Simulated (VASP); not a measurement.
Runs of VASP 6.6.1 on K2S. Symmetry: Fm-3m, No. 225, cubic system. The conventional cell has a = 7.414 Å, b = 7.414 Å, c = 7.414 Å, α = 90.00°, β = 90.00°, γ = 90.00°. K (site symmetry -43m) has 4 S at 3.21 Å as nearest neighbours. S (site symmetry m-3m) is surrounded by 8 K at 3.21 Å. The cell is a database's computed one.

| task | level | potentials or basis | cell | k mesh | cutoff (eV) | mesh quality | gap on the mesh (eV) | pressure (GPa) | relaxed volume (Å³/atom) |
| --- | --- | --- | --- | --- | --- | --- | --- | --- | --- |
| relaxation of cell and atoms | PBEsol | VASP PAW PBE potentials, release 64 (K_sv, S) | relaxed | 6 × 6 × 6 | 300 | not flagged | (a) | 0.0 | 32.77 |
| relaxation of cell and atoms | PBEsol | VASP PAW PBE potentials, release 64 (K_sv, S) | relaxed | 6 × 6 × 6 | 600 | not flagged | 2.34 | 0.0 | 33.05 |
| single point | PBEsol | VASP PAW PBE potentials, release 64 (K_sv, S) | as given | 6 × 6 × 6 | 520 | not flagged | 2.27 | -0.5 | - |
| relaxation of cell and atoms | RPBE | VASP PAW PBE potentials, release 64 (K_sv, S) | relaxed | 6 × 6 × 6 | 600 | not flagged | 2.40 | 0.0 | 37.01 |
| relaxation of cell and atoms | PBEsol | VASP PAW PBE potentials, release 64 (K_sv, S) | relaxed | 2 × 2 × 2 | 600 | coarse | (b) | 0.0 | (c) |
| relaxation of cell and atoms | LDA | VASP PAW LDA potentials, release 64 (K_sv, S) | relaxed | 6 × 6 × 6 | 600 | not flagged | (d) | 0.0 | 31.12 |
| relaxation of cell and atoms | PBEsol | VASP PAW PBE potentials, release 64 (K_pv, S) | relaxed | 6 × 6 × 6 | 580 | not flagged | 2.29 | 0.0 | 33.59 |

Alike in all rows: no spin polarisation; smearing gaussian 0.02 eV.

Problem. Estimate the missing entries.

Solution. (a) 2.36; (b) 2.30; (c) 33.19; (d) 2.31.

Caveats: some runs use coarse meshes; the PAW data sets were made with another functional, which shifts forces and pressure a little (some runs); the cutoff is under 1.25 times the usual one of these potentials, so pressure, stress and relaxed cells hold a basis-set (Pulay) error (some runs).

A k mesh can miss the band edges.

The runs don't all hold the same shells in valence.

Runs at the PBE level aren't shown here.
